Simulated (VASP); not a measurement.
Input of a VASP 6.6.1 run:

The input INCAR:

```
SYSTEM = Si2Mo
PREC = Accurate
ENCUT = 520
EDIFF = 1E-6
ISMEAR = 0
SIGMA = 0.1
LREAL = .FALSE.
LASPH = .TRUE.
NELM = 100
ALGO = Fast
ISIF = 2
LWAVE = .FALSE.
LCHARG = .FALSE.
GGA = PE
NBANDS = 18
```

Contents of KPOINTS:

```
regular mesh
0
G
  18 18 18
  0 0 0
```

POSCAR

```
Si2Mo
1.0
   -1.6085767094      1.6085767094      3.9366157289
    1.6085767094     -1.6085767094      3.9366157289
    1.6085767094      1.6085767094     -3.9366157289
Si Mo
2 1
Direct
    0.3350911554      0.3350911554      0.0000000000
    0.6649088446      0.6649088446      0.0000000000
    0.0000000000      0.0000000000      0.0000000000
```

Potentials or basis: VASP PAW PBE potentials, release 64 (Si, Mo_sv).

Command:

```console
$ cat potpaw_PBE.64/Si/POTCAR potpaw_PBE.64/Mo_sv/POTCAR > POTCAR
$ mpirun -np 1 vasp_std > vasp.out
```

(1) Predict the band gap on the k mesh.

(2) Predict the pressure.

## Answers

(1) none (metal or under the smearing width).

(2) 0.1 GPa.
